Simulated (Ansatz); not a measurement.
Here is an Ansatz 0.2.0 calculation.

File input.yaml:

```yaml
crystal:
  lattice:
    - [6.2667802772, 0.0, 0.0]
    - [-3.1333901386, 5.42719092, 0.0]
    - [0.0, 0.0, 3.299766]
  atoms:
    - { symbol: La, position: [0.668966, 0.328981, 0.493761] }
    - { symbol: La, position: [0.339511, 0.668335, 0.490974] }
    - { symbol: O, position: [0.501902, 0.003507, 0.007233] }
    - { symbol: O, position: [-0.00492, 0.518064, -0.006176] }
    - { symbol: O, position: [0.495471, 0.488277, 0.01203] }
hamiltonian:
  xc: pbe
  pseudopotentials: { kind: paw }
kpoints:
  mp_grid: { grid: [5, 5, 8] }
scf:
  occupations: { method: fermi_dirac, width: 0.05 }
output:
  forces: true
  stress: true
  eigenvalues: true
```

Potentials or basis: Ansatz PAW.

Run with:

```console
$ ansatz run input.yaml --threads 2 --pin off --max-ram 5120MiB --backend cpu --events-out ev --progress --plain --runs-dir out
```

Problem. Predict the largest force.

Solution. 0.709 eV/Å.

Problem. Predict the pressure.

Solution. 2.2 GPa.

Stress tensor (GPa, compression positive):
```
 2.14 -0.03  0.05
-0.03  3.64  0.09
 0.05  0.09  0.80
```

Caveat: odd divisions of the mesh miss points on the zone boundary, where band edges often lie, so the gap on the mesh can be too wide; the pressure holds a Pulay correction of +0.3 GPa for the finite cutoff; spin-orbit coupling is left out, which moves the levels of the heavy elements.
